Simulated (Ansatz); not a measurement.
# NbSi2N4 bilayer (AA') in a perpendicular field, part 3 of 4

Wanted: the out-of-plane response of the NbSi2N4 bilayer (AA'). A positive field points along +c.

Ansatz 0.2.0; plane-wave DFT, PBE-D3(BJ), Ansatz PAW.

So far. Step 3 (Single point, field 0): The work function of the upper face is 5.40 eV. Step 4 (Single point, field 0.03 V/Å): The dipole is 0.0222 e·Å.

### 5. Atoms held, field -0.03 V/Å

input.yaml

```yaml
crystal:
  lattice:
    - [2.9511615299, 0.0, 0.0]
    - [-1.475580765, 2.5557808556, 0.0]
    - [0.0, 0.0, 34.7672626556]
  atoms:
    - { symbol: "N", position: [0.0, 0.0, 0.2588642105], spin: 0.01 }
    - { symbol: Si, position: [0.3333333333, 0.6666666667, 0.2733463048] }
    - { symbol: "N", position: [0.3333333333, 0.6666666667, 0.3235995255], spin: 0.01 }
    - { symbol: Nb, position: [0.0, 0.0, 0.3597423347], spin: 0.35 }
    - { symbol: "N", position: [0.3333333333, 0.6666666667, 0.3958582555], spin: 0.01 }
    - { symbol: Si, position: [0.3333333333, 0.6666666667, 0.4460714386] }
    - { symbol: "N", position: [0.0, 0.0, 0.4602975951], spin: 0.01 }
    - { symbol: "N", position: [0.3333333333, 0.6666666667, 0.5397024068], spin: -0.01 }
    - { symbol: Si, position: [0.0, 0.0, 0.5539285625] }
    - { symbol: "N", position: [0.0, 0.0, 0.6041417439], spin: -0.01 }
    - { symbol: Nb, position: [0.3333333333, 0.6666666667, 0.6402576654], spin: -0.35 }
    - { symbol: "N", position: [0.0, 0.0, 0.6764004755], spin: -0.01 }
    - { symbol: Si, position: [0.0, 0.0, 0.7266536949] }
    - { symbol: "N", position: [0.3333333333, 0.6666666667, 0.7411357895], spin: -0.01 }
magnetization:
  spin_polarized: true
kpoints:
  mp_grid: { grid: [18, 18, 1] }
  band_path:
    path: [[0, 0, 0], [0.5, 0, 0], [0.33333333, 0.33333333, 0], [0, 0, 0]]
    npoints: 16
hamiltonian:
  xc: pbe
  dispersion: d3bj
scf:
  occupations: { method: fermi_dirac, width: 0.02585 }
  convergence: { dr2_threshold: 1.0e-10 }
efield:
  axis: 3
  dipole_correction: true
  ramp_position: 0.97
  ramp_width: 0.06
  amplitude: -0.03
output:
  write_potential: true
  write_density: true
  volumetric_format: npy
```

Command:

```
$ ansatz run input.yaml --threads 8 --pin off --max-ram 12288MiB --backend cpu --events-out ev --progress --plain --runs-dir out
```

Numbers of over 12 decimals in the logs are rounded to 6 here.

The program printed:

```text
[...]
Crystal: 14 atoms, lattice volume = 262.233 Å³
Basis set: ecut = 420 eV, 5049 PW (Γ)
Bands: 56, of which v1, the nominal top of the filled ones, is band 41 counted from 1 (40 counted from 0)
Symmetry: 6 space group operations
k-points: 37 of 324 (time reversal used)
[...]
Starting moments: Σ|m| = 0.78 μB on 10 of 14 sites
[...]
k-point 1 ↑: bands = [... 37 lower, 2.0646, 2.1849, 2.5245, 4.4711, 5.2024, 7.3260, 7.4966, 7.6069, ... 11 higher]
  k-point 2 ↑: bands = [... 37 lower, 1.9447, 2.2452, 2.5259, 4.3257, 5.0834, 7.1867, 7.4724, 7.4973, ... 11 higher]
  k-point 36 ↓: bands = [... 37 lower, 2.3301, 3.0275, 3.0778, 4.0988, 4.9150, 6.6451, 7.4691, 8.0179, ... 11 higher]
[key lines of the parts left out:]
SCF converged after 19 iterations
Magnetization: 0.0027 μB (41.0013 up, 40.9987 down)
Free energy (F): -14736.757776 eV
Fermi energy:    4.243678 eV
Dipole field:    D = -0.015325 V/Å  (p = -0.022209 e·Å, saw-weighted, corrected)
```

Run time: 55 s. Hardware: 8 threads of Arm Neoverse V1, shared host; peak memory 1.8 GiB; 7.1 min of CPU time.

The dipole is -0.0222 e·Å.

### 6. Single point, field 0.15 V/Å

Edit input.yaml of step 5 so:

```diff
@@ -36,5 +36,5 @@
   dipole_correction: true
-  ramp_position: 0.97
-  ramp_width: 0.06
-  amplitude: -0.03
+  ramp_position: 0.9543
+  ramp_width: 0.0915
+  amplitude: 0.15
 output:
```

The program printed:

```text
[...]
Crystal: 14 atoms, lattice volume = 262.233 Å³
Basis set: ecut = 420 eV, 5049 PW (Γ)
Bands: 56, of which v1, the nominal top of the filled ones, is band 41 counted from 1 (40 counted from 0)
Symmetry: 6 space group operations
k-points: 37 of 324 (time reversal used)
[...]
Starting moments: Σ|m| = 0.78 μB on 10 of 14 sites
[...]
k-point 1 ↑: bands = [... 37 lower, 2.0670, 2.1840, 2.5254, 4.4704, 5.2103, 7.3140, 7.4967, 7.6248, ... 11 higher]
  k-point 2 ↑: bands = [... 37 lower, 1.9457, 2.2435, 2.5275, 4.3269, 5.0889, 7.1727, 7.4901, 7.4979, ... 11 higher]
  k-point 36 ↓: bands = [... 37 lower, 2.2998, 3.0525, 3.0530, 4.0928, 4.9135, 6.6365, 7.4674, 8.0256, ... 11 higher]
[key lines of the parts left out:]
SCF converged after 21 iterations
Magnetization: -0.0133 μB (40.9933 up, 41.0067 down)
Free energy (F): -14736.765770 eV
Fermi energy:    4.243088 eV
Dipole field:    D = 0.076613 V/Å  (p = 0.111027 e·Å, saw-weighted, corrected)
```

Run time: 58 s. Hardware: 8 threads; peak memory 1.8 GiB.

The dipole is 0.111 e·Å.

### 7. Atoms held, field 0.25 V/Å

Edit input.yaml of step 6 so:

```diff
@@ -38,3 +38,3 @@
   ramp_width: 0.0915
-  amplitude: 0.15
+  amplitude: 0.25
 output:
```

The program printed:

```text
[...]
Crystal: 14 atoms, lattice volume = 262.233 Å³
Basis set: ecut = 420 eV, 5049 PW (Γ)
Bands: 56, of which v1, the nominal top of the filled ones, is band 41 counted from 1 (40 counted from 0)
Symmetry: 6 space group operations
k-points: 37 of 324 (time reversal used)
[...]
Starting moments: Σ|m| = 0.78 μB on 10 of 14 sites
[...]
k-point 1 ↑: bands = [... 37 lower, 2.0680, 2.1830, 2.5264, 4.4695, 5.2142, 7.3044, 7.4962, 7.6316, ... 11 higher]
  k-point 2 ↑: bands = [... 37 lower, 1.9460, 2.2419, 2.5289, 4.3271, 5.0916, 7.1625, 7.4974, 7.4977, ... 11 higher]
  k-point 36 ↓: bands = [... 37 lower, 2.3037, 3.0390, 3.0678, 4.0891, 4.9122, 6.6314, 7.4660, 8.0281, ... 11 higher]
[key lines of the parts left out:]
SCF converged after 21 iterations
Magnetization: -0.0222 μB (40.9889 up, 41.0111 down)
Free energy (F): -14736.780574 eV
Fermi energy:    4.242133 eV
Dipole field:    D = 0.127695 V/Å  (p = 0.185054 e·Å, saw-weighted, corrected)
```

Wall time 56 s (8 threads); peak memory 1.8 GiB.

The dipole is 0.185 e·Å.

### 8. Atoms held, field -0.25 V/Å

Edit input.yaml of step 7 so:

```diff
@@ -38,4 +38,6 @@
   ramp_width: 0.0915
-  amplitude: 0.25
+  amplitude: -0.25
 output:
+  dos: { projected: true, e_range: [-6, 5] }
+  bader: true
   write_potential: true
@@ -43 +45,2 @@
   volumetric_format: npy
+  elf: true
```

The program printed:

```text
[...]
Crystal: 14 atoms, lattice volume = 262.233 Å³
Basis set: ecut = 420 eV, 5049 PW (Γ)
Bands: 56, of which v1, the nominal top of the filled ones, is band 41 counted from 1 (40 counted from 0)
Symmetry: 6 space group operations
k-points: 37 of 324 (time reversal used)
[...]
Starting moments: Σ|m| = 0.78 μB on 10 of 14 sites
[...]
6      N     -2.2908     0.0096     0.0133
     7      N     -2.2909     0.0096    -0.0130
     8     Si      3.0759     0.0126    -0.0048
     9      N     -1.7779     0.0029    -0.0750
    10     Nb      1.9838     0.0004    -0.6824
    11      N     -1.7797     0.0029    -0.0742
    12     Si      3.0706     0.0125    -0.0049
    13      N     -2.2923     0.0095    -0.0137
  estimated error of the sums over rays = 7.9e-4 e
[key lines of the parts left out:]
SCF converged after 23 iterations
Magnetization: 0.0222 μB (41.0111 up, 40.9889 down)
Free energy (F): -14736.780572 eV
Fermi energy:    4.242554 eV
Dipole field:    D = -0.127688 V/Å  (p = -0.185044 e·Å, saw-weighted, corrected)
```

Wall time 72 s (8 threads); peak memory 1.8 GiB.

The dipole is -0.185 e·Å.

### 9. Response, atoms held

This step: plane-wave DFT, PBE-D3(BJ), Ansatz PAW; response to a field along the normal, atoms held (Ansatz 0.2.0).

The dipoles give the slope, and the difference of two potentials shows where the field is screened.

This step gave:

```
equivalent conductor thickness p/(ε₀AE) : 17.76 Å
distance between the outer atoms        : 16.77 Å
```

The dipole of the cell by applied field:

```csv
applied field (V/Å),dipole of the cell (e·Å)
-0.250,-0.185
-0.030,-0.0222
0.000,1.0e-5
0.030,0.0222
0.150,0.111
0.250,0.185
```

The total moment by applied field:

```csv
applied field (V/Å),total moment (μB)
-0.250,0.0222
-0.030,0.00267
0.000,-2.5e-6
0.030,-0.00267
0.150,-0.0133
0.250,-0.0222
```

Local field over the applied field, running mean. From the potentials at -0.03 and 0.03 V/Å; running mean over 2.5 Å. Table of local field over applied field by z:

```
z (Å)  local field over applied field
    5                           0.998
    6                           0.982
    7                           0.862
    8                           0.554
    9                           0.278
   10                           0.172
   11                           0.138
   12                          0.0532
   13                          0.0132
   14                         -0.0136
   15                        -0.00950
   16                        -0.00677
   17                        -0.00837
   18                        -0.00798
   19                        -0.00694
   20                         -0.0102
   21                         -0.0118
   22                          0.0182
   23                          0.0711
   24                           0.144
   25                           0.182
   26                           0.326
   27                           0.632
   28                           0.909
   29                           0.989
   30                           0.999
```

The induced electron density oscillates, so the rows of the table below give means over windows of 1 Å about each position, cut where the curve ends. Its maxima inside the range that stand out by 2 % of the span (Å: e/Å³ per V/Å): 8.3: 0.00381, 9.1: 0.00119, 10.6: 0.00135, 11.3: 0.00122, 12.5: 0.0015, 13.9: 9.0e-5, 19.7: 8.7e-5, 21.7: 1.6e-4, 22.7: 8.9e-4, 23.8: -4.2e-4, 25.1: 0.00196, 25.9: -3.9e-4. Its minima: 8.8: 3.9e-4, 9.7: -0.00196, 11.0: 4.2e-4, 12.0: -8.9e-4, 13.0: -1.6e-4, 15.1: -8.5e-5, 20.9: -8.8e-5, 22.3: -0.0015, 23.5: -0.00122, 24.2: -0.00135, 25.6: -0.00119, 26.5: -0.00381.

Electrons, planar mean, per unit field. Induced electron density against z; means over each step:

z (Å), induced electron density (e/Å³ per V/Å) and a bar from the least value:
```
        5    0.00001 ##############
        6    0.00010 ##############
        7    0.00084 ##################
        8    0.00312 ##############################
        9    0.00080 ##################
       10   -0.00047 ############
       11    0.00090 ###################
       12    0.00000 ##############
       13    0.00032 ################
       14    0.00002 ##############
       15   -0.00007 ##############
       16    0.00001 ##############
       17    0.00004 ##############
       18   -0.00005 ##############
       19    0.00001 ##############
       20    0.00006 ##############
       21   -0.00001 ##############
       22   -0.00055 ###########
       23    0.00001 ##############
       24   -0.00094 #########
       25    0.00078 ##################
       26   -0.00161 ######
       27   -0.00272 
       28   -0.00052 ###########
       29   -0.00006 ##############
       30    0.00000 ##############
```

By hand: between -0.03 and 0.03 V/Å the dipole changes by 0.04442 e·Å, a slope of 0.7404 e·Å²/V. A perfect conductor of thickness t has p = ε₀AEt, so t = 180.95 × 0.7404 / 7.543 = 17.76 Å (e/ε₀ = 180.95 V·Å, A in Å²).

The induced dipole is that of a conductor 17.76 Å thick.

### 10. Field on, atoms free, field 0.1 V/Å

This step: plane-wave DFT, PBE-D3(BJ), Ansatz PAW (Ansatz 0.2.0).

Now the atoms may follow the field. A weak field makes forces of meV/Å to tens of meV/Å, so the force tolerance is set well below the usual one.

Edit input.yaml of step 8 so:

```diff
@@ -23,6 +23,3 @@
 kpoints:
-  mp_grid: { grid: [18, 18, 1] }
-  band_path:
-    path: [[0, 0, 0], [0.5, 0, 0], [0.33333333, 0.33333333, 0], [0, 0, 0]]
-    npoints: 16
+  mp_grid: { grid: [12, 12, 1] }
 hamiltonian:
@@ -38,6 +35,7 @@
   ramp_width: 0.0915
-  amplitude: -0.25
+  amplitude: 0.1
+relax:
+  f_tol: 0.001
+  max_steps: 60
 output:
-  dos: { projected: true, e_range: [-6, 5] }
-  bader: true
   write_potential: true
@@ -45,2 +43 @@
   volumetric_format: npy
-  elf: true
```

The program printed:

```text
[...]
Crystal: 14 atoms, lattice volume = 262.233 Å³
Basis set: ecut = 420 eV, 5049 PW (Γ), exchange–correlation on 40×40×480 points (8 copies of the dense FFT grid, shifted against one another)
Bands: 56, of which v1, the nominal top of the filled ones, is band 41 counted from 1 (40 counted from 0)
Symmetry: 6 space group operations
k-points: 19 of 144 (time reversal used)
[...]
Starting moments: Σ|m| = 0.78 μB on 10 of 14 sites
[...]
SCF iter   1: F=—  HF=-14684.157450 eV  |F-HF|=—  |Δ(HF+E_count)|=         —  Δρ=4.65e-2 (↑4.65e-2 ↓4.65e-2)  dr2=2.93e1  dr2_m=1.00e-2  M=0.001 μB ∫|m|=0.539 μB  β_m=0.30  ethr=3.10e-3  p=0.079 e·Å  D=5.48e-2 V/Å  ΔV_dip=-1.90 eV  dr2_dipole=4.25e-5  V_vac-E_F(+/−)=7.03/5.83 eV  ⟨swp⟩=8.4  Hψ=11087  notcnv=0  defer=139
[...]
SCF iter  33: F=-14736.760799 eV  HF=-14736.760799 eV  |F-HF|=1.16e-10  |Δ(HF+E_count)|=  5.42e-10  Δρ=8.03e-8 (↑8.03e-8 ↓7.52e-8)  dr2=6.20e-11  dr2_m=2.88e-12  M=-0.009 μB ∫|m|=1.828 μB  ethr=1.00e-12  p=0.074 e·Å  D=5.11e-2 V/Å  ΔV_dip=-1.78 eV  dr2_dipole=2.54e-11  V_vac-E_F(+/−)=6.03/4.71 eV  ⟨swp⟩=6.0  Hψ=11035  notcnv=0
SCF 1 converged in 33 iterations: F = -14736.760799 eV  dr2 = 6.20e-11
[...]
relax step   1: F+E_penalty+E_count = -14736.76079874 eV  Δ(F+E_penalty+E_count) = +0.000e0 eV  max|allowed force component| = 6.722e-2 eV/Å  Δτ_max = 0.0000 Å  (33 SCF iters, accepted)
[...]
SCF iter   1: F=—  HF=-14736.760822 eV  |F-HF|=—  |Δ(HF+E_count)|=         —  Δρ=7.90e-5 (↑7.90e-5 ↓7.82e-5)  dr2=2.02e-4  dr2_m=1.01e-6  M=-0.011 μB ∫|m|=1.829 μB  β_m=1.00  ethr=2.46e-7  p=0.074 e·Å  D=5.11e-2 V/Å  ΔV_dip=-1.78 eV  dr2_dipole=1.79e-4  V_vac-E_F(+/−)=6.03/4.71 eV  ⟨swp⟩=1.7  Hψ=6165  notcnv=0  defer=322
[...]
spin=Collinear: Resta preconditioning applied to the charge; magnetization (m = ρ↑ − ρ↓) channel mixes plain (no charge-response kernel on spin).
SCF iter   2: F=—  HF=-14736.760959 eV  |F-HF|=—  |Δ(HF+E_count)|=   1.37e-4  Δρ=1.36e-4 (↑1.36e-4 ↓1.36e-4)  dr2=3.47e-3  dr2_m=2.25e-5  M=0.004 μB ∫|m|=1.829 μB  β_m=1.00  ethr=2.46e-7  p=0.076 e·Å  D=5.25e-2 V/Å  ΔV_dip=-1.82 eV  dr2_dipole=1.64e-3  V_vac-E_F(+/−)=6.01/4.73 eV  ⟨swp⟩=2.1  Hψ=2377  notcnv=0  defer=322  κ⁻¹=1.0e0(r=1)
[...]
SCF iter  13: F=-14736.760921 eV  HF=-14736.760921 eV  |F-HF|=4.55e-11  |Δ(HF+E_count)|=  1.82e-12  Δρ=3.39e-8 (↑3.39e-8 ↓2.73e-8)  dr2=2.79e-11  dr2_m=1.61e-13  M=-0.009 μB ∫|m|=1.829 μB  ethr=1.00e-12  p=0.076 e·Å  D=5.21e-2 V/Å  ΔV_dip=-1.81 eV  dr2_dipole=4.68e-12  V_vac-E_F(+/−)=6.02/4.73 eV  ⟨swp⟩=6.0  Hψ=10910  notcnv=0
SCF 2 converged in 13 iterations: F = -14736.760921 eV  dr2 = 2.79e-11
relax step   2: F+E_penalty+E_count = -14736.76092114 eV  Δ(F+E_penalty+E_count) = -1.224e-4 eV  max|allowed force component| = 3.569e-2 eV/Å  Δτ_max = 0.0019 Å  (13 SCF iters, accepted)
SCF iter   1: F=—  HF=-14736.760847 eV  |F-HF|=—  |Δ(HF+E_count)|=         —  Δρ=9.29e-5 (↑9.17e-5 ↓9.29e-5)  dr2=9.85e-5  dr2_m=9.37e-7  M=-0.010 μB ∫|m|=1.828 μB  β_m=1.00  ethr=4.05e-6  p=0.076 e·Å  D=5.21e-2 V/Å  ΔV_dip=-1.81 eV  dr2_dipole=5.12e-5  V_vac-E_F(+/−)=6.01/4.73 eV  ⟨swp⟩=2.5  Hψ=3828  notcnv=0  defer=322
[...]
SCF iter  13: F=-14736.760950 eV  HF=-14736.760950 eV  |F-HF|=3.64e-11  |Δ(HF+E_count)|=  2.91e-11  Δρ=2.21e-8 (↑2.21e-8 ↓1.97e-8)  dr2=5.04e-12  dr2_m=1.84e-14  M=-0.009 μB ∫|m|=1.828 μB  ethr=1.00e-12  p=0.077 e·Å  D=5.30e-2 V/Å  ΔV_dip=-1.84 eV  dr2_dipole=1.03e-13  V_vac-E_F(+/−)=6.00/4.74 eV  ⟨swp⟩=6.0  Hψ=10921  notcnv=0
SCF 3 converged in 13 iterations: F = -14736.760950 eV  dr2 = 5.04e-12
relax step   3: F+E_penalty+E_count = -14736.76095000 eV  Δ(F+E_penalty+E_count) = -2.886e-5 eV  max|allowed force component| = 6.401e-3 eV/Å  Δτ_max = 0.0016 Å  (13 SCF iters, accepted)
[...]
relax step   4: F+E_penalty+E_count = -14736.76095259 eV  Δ(F+E_penalty+E_count) = -2.595e-6 eV  max|allowed force component| = 1.102e-3 eV/Å  Δτ_max = 0.0015 Å  (13 SCF iters, accepted)
SCF iter   1: F=—  HF=-14736.760839 eV  |F-HF|=—  |Δ(HF+E_count)|=         —  Δρ=3.51e-5 (↑3.51e-5 ↓3.50e-5)  dr2=8.17e-6  dr2_m=1.48e-7  M=-0.009 μB ∫|m|=1.828 μB  β_m=1.00  ethr=1.00e-7  p=0.077 e·Å  D=5.29e-2 V/Å  ΔV_dip=-1.84 eV  dr2_dipole=4.61e-8  V_vac-E_F(+/−)=6.00/4.74 eV  ⟨swp⟩=2.1  Hψ=4032  notcnv=0  defer=322
[...]
SCF iter  12: F=-14736.760953 eV  HF=-14736.760953 eV  |F-HF|=8.19e-11  |Δ(HF+E_count)|=  2.91e-11  Δρ=2.11e-8 (↑2.11e-8 ↓2.08e-8)  dr2=6.42e-11  dr2_m=2.38e-13  M=-0.009 μB ∫|m|=1.828 μB  ethr=1.00e-12  p=0.077 e·Å  D=5.29e-2 V/Å  ΔV_dip=-1.84 eV  dr2_dipole=2.60e-11  V_vac-E_F(+/−)=6.00/4.74 eV  ⟨swp⟩=5.5  Hψ=10045  notcnv=0
SCF 5 converged in 12 iterations: F = -14736.760953 eV  dr2 = 6.42e-11
relax step   5: F+E_penalty+E_count = -14736.76095285 eV  Δ(F+E_penalty+E_count) = -2.539e-7 eV  max|allowed force component| = 3.960e-4 eV/Å  Δτ_max = 0.0005 Å  (12 SCF iters, accepted)
[...]
the band table was solved once a step of the walk had ended and its energy, with any forces and stress, was formed, with the checks that follow a solve (14417 applications of the Hamiltonian). They found nothing against the state; the energy, forces and stress were not computed again (output.eigenvalues in the input reference)
[...]
SCF converged after 12 iterations
Stability not checked: this state was not tested for a lower state beside it, because the mixer in use, unlike msr1, does not test its closes by its own steps (another_mixer; see scf.mixing.algorithm and scf.lower_state_search)
Magnetization: -0.0086 μB (40.9957 up, 41.0043 down)
Absolute magnetization: 1.8295 μB (∫|ρ↑−ρ↓|, with the PAW one-centre terms)
[...]
Per-site moments (μB) at R_I (Å): [(0.00818537, 0.733161), (0.00386732, 0.720088), (0.0073493, 0.720088), (0.364347, 0.873169), (0.00782491, 0.720001), (0.00386135, 0.720001), (0.00776582, 0.731849), (-0.00777563, 0.731834), (-0.00385773, 0.719999), (-0.00742188, 0.719999), (-0.368109, 0.873267), (-0.00779597, 0.721071), (-0.00393408, 0.721071), (-0.0085701, 0.732581)]
Free energy (F): -14736.760953 eV
[...]
Internal energy: -14736.753135 eV  (E = F + TS)
E sigma→0 (E₀):  -14736.757044 eV
Entropy (-TS):   -0.007818 eV (-0.558 meV/atom)
Fermi energy:    4.245665 eV
Dipole field:    D = 0.052896 V/Å  (p = 0.076656 e·Å, saw-weighted, corrected)
Work function:   not extracted (applied field tilts the vacuum); planar V_es + V_field profile in the machine report
[...]
--- Forces (eV/Å), atoms counted from 1 ---
  atom   1  N      0.00000000     0.00000000    -0.00009341
  atom   2  Si     0.00000000     0.00000000     0.00039603
  atom   3  N     -0.00000000     0.00000000    -0.00009973
  atom   4  Nb    -0.00000000    -0.00000000    -0.00018548
  atom   5  N      0.00000000     0.00000000     0.00007191
  atom   6  Si     0.00000000     0.00000000    -0.00014018
  atom   7  N      0.00000000     0.00000000     0.00008359
  atom   8  N      0.00000000     0.00000000     0.00002481
  atom   9  Si    -0.00000000    -0.00000000    -0.00006988
  atom  10  N      0.00000000    -0.00000000     0.00003759
  atom  11  Nb    -0.00000000     0.00000000    -0.00012601
  atom  12  N      0.00000000    -0.00000000    -0.00004642
  atom  13  Si     0.00000000     0.00000000     0.00027737
  atom  14  N      0.00000000    -0.00000000    -0.00013002
  max |Σ_I F_I| component: 1.53e-7 eV/Å
--- Band table (eV; the first three rows and the last of 38) ---
  k-point 0 ↑: bands = [... 37 lower, 2.1258, 2.1258, 2.4962, 4.4831, 5.2269, 7.4860, 7.4860, 7.8600, ... 11 higher]
  k-point 1 ↑: bands = [... 37 lower, 1.9964, 2.2275, 2.5346, 4.4066, 5.1735, 7.2215, 7.4847, 7.5233, ... 11 higher]
  k-point 2 ↑: bands = [... 37 lower, 1.8120, 2.1841, 2.4553, 4.0188, 4.8284, 7.1678, 7.5033, 7.5057, ... 11 higher]
  k-point 18 ↓: bands = [... 37 lower, 2.3180, 3.0399, 3.0654, 4.0840, 4.9179, 6.6279, 7.4784, 8.0220, ... 11 higher]
--- Relaxed structure (5 steps of the walk, 5 accepted, 0 SCFs on fresh bases) ---
  F+E_penalty+E_count = -14736.76095285 eV   max|allowed force component| = 3.960e-4 eV/Å
  atoms:
    - { symbol: N, position: [0, -3.700743415524894e-17, 0.258809] }
    - { symbol: Si, position: [0.333333, 0.666667, 0.273358] }
    - { symbol: N, position: [0.333333, 0.666667, 0.323568] }
    - { symbol: Nb, position: [0, -3.700743415524894e-17, 0.359748] }
    - { symbol: N, position: [0.333333, 0.666667, 0.395875] }
    - { symbol: Si, position: [0.333333, 0.666667, 0.446079] }
    - { symbol: N, position: [0, -3.700743415524894e-17, 0.460304] }
    - { symbol: N, position: [0.333333, 0.666667, 0.539711] }
    - { symbol: Si, position: [0, -3.700743415524895e-17, 0.553932] }
    - { symbol: N, position: [0, -3.7007434155248955e-17, 0.604136] }
    - { symbol: Nb, position: [0.333333, 0.666667, 0.640274] }
    - { symbol: N, position: [0, -3.7007434155248937e-17, 0.676414] }
    - { symbol: Si, position: [0, -3.700743415524895e-17, 0.726693] }
    - { symbol: N, position: [0.333333, 0.666667, 0.741100] }
```

Run time: 66 s. Hardware: 8 threads; peak memory 1.2 GiB; 8.5 min of CPU time.

Hardly anything moved in the relaxation; the energy changed by under 0.2 meV an atom.

This step gave:

```yaml
energy_at_zero_smearing: -14736.7570 eV
total_moment: -0.008624 μB
dipole_along_the_normal: 0.07666 e·Å
```

The relaxation took 5 steps and lowered the energy by 1.5e-4 eV; the largest force on the free atoms ends at 4.0e-4 eV/Å.

The dipole is 0.0767 e·Å.

[end of part 3 of 4]

[Logs are printed without paths, hosts, clocks, repeated set-up lines and the standing remarks that a program may print on its own settings, such as how far it seeks lower states.]

[Hosts, paths, dates, database ids (printed as entryN), source tags and the programs' standing remarks are cut or masked in the printed files.]

[Maps of the electrostatic potential energy from Ansatz leave out the sawtooth potential of an applied field or a dipole correction, so their vacuum need not be flat; planar profiles and work functions include it.]
